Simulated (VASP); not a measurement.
# Sn: relaxation of cell and atoms with LDA

Sn:

```
Sn
1.0
    -1.89465    1.89465    1.89465
     1.89465   -1.89465    1.89465
     1.89465    1.89465   -1.89465
Sn
1
Cartesian
  0.0000 0.0000 0.0000
```

This isn't the form of Sn at room conditions, which is tetragonal (white tin).

```yaml
Program: VASP 6.6.1
Task: relaxation of cell and atoms
Functional: LDA
Potentials_or_basis: VASP PAW LDA potentials, release 64 (Sn_d)
Cutoff: 600 eV
k_mesh: 7 × 7 × 7
Occupations: fermi-dirac, width 0.05 eV
Spin: no spin polarisation
Further_INCAR_settings: ALGO = Fast; EDIFF = 1e-06; IBRION = 2; EDIFFG = -0.005; NSW = 60; ISIF = 3
```

| Property | Result |
| --- | --- |
| Relaxed volume | 25.68 Å³/atom |
| Relaxed cell | a = 3.219 Å, b = 3.219 Å, c = 3.219 Å, α = 109.47°, β = 109.47°, γ = 109.47° |
| Space group after relaxing (to 0.05 Å) | Im-3m (No. 229) |
| Energy gained by relaxing | 15.5 meV/atom |
| Ionic steps | 3 |
| Pressure after relaxing | 0.0 GPa |
| Band gap on the k mesh | none (metal or under the smearing width) |

The path:
| step | energy change (eV) | largest force (eV/Å) | pressure (GPa) | volume (Å³) |
| --- | --- | --- | --- | --- |
| 1 | 0.0000 | 0.0000 | -3.04 | 27.20 |
| 2 | -0.0137 | 0.0000 | 1.12 | 25.22 |
| 3 | -0.0155 | 0.0000 | 0.01 | 25.68 |

Final structure:
```
Sn
1.0
    -1.85846    1.85846    1.85846
     1.85846   -1.85846    1.85846
     1.85846    1.85846   -1.85846
Sn
1
Direct
  0.00000 0.00000 0.00000
```

Levels at points of the mesh, in eV from the Fermi level:
```tsv
k point	band 3	band 4	band 5	band 6	band 7	band 8	band 9	band 10	band 11
(0.00, 0.00, 0.00)	-21.76	-21.59	-21.59	-11.81	8.09	8.09	8.09	12.04	12.04
```

It took 12 s on 1 thread of Intel(R) Xeon(R) Platinum 8488C (Sapphire Rapids), with other jobs on the host, peak memory 0.14 GiB.
